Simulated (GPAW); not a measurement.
BeS:

```xyz
2
Lattice="0.0000 2.4250 2.4250 2.4250 0.0000 2.4250 2.4250 2.4250 0.0000" Properties=species:S:1:pos:R:3 pbc="T T T"
S     3.6375    3.6375    3.6375
Be    0.0000    0.0000    0.0000
```

| Quantity | Value |
| --- | --- |
| Program | GPAW 26.7.0 |
| Task | single point |
| Functional | PBE |
| Potentials or basis | GPAW PAW data sets (gpaw-data 1.2.1) |
| Cutoff | 800 eV |
| Basis | pw |
| k mesh | 9 × 9 × 9 |
| Occupations | fermi-dirac, width 0.05 eV |
| Spin | no spin polarisation |

On this cell: pressure 2.2 GPa; largest force zero by symmetry; band gap on the k mesh 3.20 eV, indirect (least direct gap 5.64 eV).

The same run follows on a disturbed copy (atoms moved at random, drawn with an rms of 0.05 Å):

```xyz
2
Lattice="0.0000 2.4250 2.4250 2.4250 0.0000 2.4250 2.4250 2.4250 0.0000" Properties=species:S:1:pos:R:3 pbc="T T T"
S     3.6188    3.6069    3.6718
Be   -0.0189   -0.0020   -0.0290
```

Problem. What does the disturbed cell give?

Solution. The energy moves by +10.4 meV/atom; pressure 2.5 GPa; largest force 0.601 eV/Å; band gap on the k mesh 2.96 eV, indirect (least direct gap 5.34 eV).

Forces on the atoms (eV/Å):
```
S    0.054  0.248 -0.544
Be  -0.054 -0.248  0.544
```

Stress tensor (GPa, compression positive):
```
 2.57  1.72 -0.78
 1.72  2.53 -0.21
-0.78 -0.21  2.39
```

Caveats: an odd mesh through Γ misses points on the zone boundary, where band edges often lie.
